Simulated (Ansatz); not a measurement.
# A series in volume scale on SiC

Results calculated with Ansatz 0.2.0, not measured. Free energy against uniform scaling of the volume at fixed shape and fractions; periodic cell, basis, potentials, k mesh and filling as listed.

The cell before it is scaled or strained (space group P6_3mc, No. 186):
```
SiC
1.0
      3.0760     0.0000     0.0000
     -1.5380     2.6639     0.0000
      0.0000     0.0000     5.0480
Si C
2 2
Direct
  0.33333 0.66667 0.00000
  0.66667 0.33333 0.50000
  0.33333 0.66667 0.38500
  0.66667 0.33333 0.88500
```

Settings of every row: functional PBEsol; dispersion none; potentials PAW; wave cutoff 500 eV; density cutoff 2000 eV; k mesh 12x12x4; k shift 0x0x0; occupations fixed; smearing width 0 eV; spin none.

| row | volume scale | V (Å³/atom) | energy above lowest point (meV/atom) |
| --- | --- | --- | --- |
| 1 | 0.94 | 9.721 | ? |
| 2 | 0.96 | 9.927 | 13 |
| 3 | 0.98 | 10.134 | 3.3 |
| 4 | 1 | 10.341 | 0 |
| 5 | 1.02 | 10.548 | 2.5 |
| 6 | 1.04 | 10.755 | 10.1 |
| 7 | 1.06 | 10.961 | 22.6 |

Question: what energy above lowest point should row 1 give?

Worked fit of energy above lowest point. Take u = (V_r/V)^(2/3) − 1 with V_r = 10.444 Å³ an atom, which is twice the finite (Eulerian) strain; such expansions in the strain, on which the Birch-Murnaghan equation of state is built, carry the rest volume and the bulk modulus. The shown rows have u = 0.03443, 0.02029, 0.00663, -0.00658, -0.01937, -0.0317. Least squares give energy above lowest point = 0.53 − 188.2 × u + 15988 × u² meV/atom; a straight line predicts inner rows, each left out in turn, worse (root mean square 6.7 against 0.063 meV/atom). The rows lie off it by 0.0, 0.0, 0.0, 0.0, -0.1, 0.0. Its lowest point lies at u = 0.0059, or V = 10.35 Å³ an atom, and the curvature there gives the bulk modulus at fixed shape and fractions, B = (4/9)(1 + u)² E″(u)/V = 223 GPa. Letting shape and atoms relax would as a rule lower it, by much in layered, chain or molecular crystals. The withheld row has u = 0.04899, so the fit gives 0.53 − 188.2 × (0.04899) + 15988 × (0.04899)² = 29.7 meV/atom.

The calculation gave 29.7 meV/atom. The fit meets it to the printed digit. This row lies beyond the range of the fit.
